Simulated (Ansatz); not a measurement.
Input for Ansatz (plane-wave DFT), Sb:

```yaml
crystal:
  lattice:
    - [3.122402, 0.0, 0.0]
    - [0.0, 4.347518, 0.0]
    - [-0.038915, 0.0, 4.405852]
  atoms:
    - { symbol: Sb, position: [0.988611, 0.75, 0.758834] }
    - { symbol: Sb, position: [0.011389, 0.25, 0.241166] }
basis:
  ecutwfc: 420
  ecutrho_ratio: 6
kpoints:
  mp_grid: { grid: [6, 4, 4] }
hamiltonian:
  xc: pbe
scf:
  occupations: { method: gaussian, width: 0.1 }
output:
  forces: true
  stress: true
  eigenvalues: true
```

Command:

```bash
ansatz run input.yaml --threads 1 --pin off --max-ram 1331MiB --backend cpu --events-out ev --progress --plain --runs-dir out
```

Output, shortened (HF is the Harris–Foulkes energy, dr2 the density residual in eV):

```text
Pseudopotential: Sb, paw, valence charge 15, recommended cutoff 420 eV (normal)
Crystal: 2 atoms, lattice volume = 59.808 Å³
Basis set: ecut = 420 eV, 1169 PW (Γ), exchange–correlation on 54×72×80 points (8 copies of the dense FFT grid, shifted against one another)
Bands: 19, of which v1, the nominal top of the filled ones, is band 15 counted from 1 (14 counted from 0)
Symmetry: 4 space group operations
Space group: P21/m (ITA 11), of the structure as read, at distance tolerance 3.9e-5 Å
k-points: 42 of 96
Initial density: superposition of atomic densities, corrected by the library's trained network
SCF iter   1: HF=-12968.908334 eV  Δρ=8.03e-4  dr2=3.07e-4
SCF iter   2: HF=-12968.907104 eV  Δρ=5.80e-4  dr2=1.26e-4
SCF iter   3: HF=-12968.907090 eV  Δρ=2.84e-4  dr2=2.75e-5
SCF iter   4: HF=-12968.907115 eV  Δρ=8.79e-5  dr2=3.49e-6
SCF iter   5: HF=-12968.907114 eV  Δρ=4.66e-5  dr2=1.03e-6
SCF iter   6: F=-12968.907113 eV  HF=-12968.907113 eV  Δρ=1.47e-5  dr2=7.53e-8
SCF 1 converged in 6 iterations: F = -12968.907113 eV  dr2 = 7.53e-8
SCF converged after 6 iterations
Free energy (F): -12968.907113 eV
E sigma→0 (E₀):  -12968.905101 eV
Entropy (-TS):   -0.004025 eV (-2.012 meV/atom)
Fermi energy:    9.872881 eV
--- Forces (eV/Å), atoms counted from 1 ---
  atom   1  Sb     0.02969087     0.00000000    -0.05574246
  atom   2  Sb    -0.02969087     0.00000000     0.05574246
--- Stress (GPa, compression-positive) ---
       -3.275173       0.000000       0.037528
        0.000000       2.995582       0.000000
        0.037528       0.000000       2.624756
  P = ⅓ Tr σ = 0.7817 GPa (7.817 kbar)
```

These settings were drawn at random to show what each does; none of the numbers is a converged property of the crystal.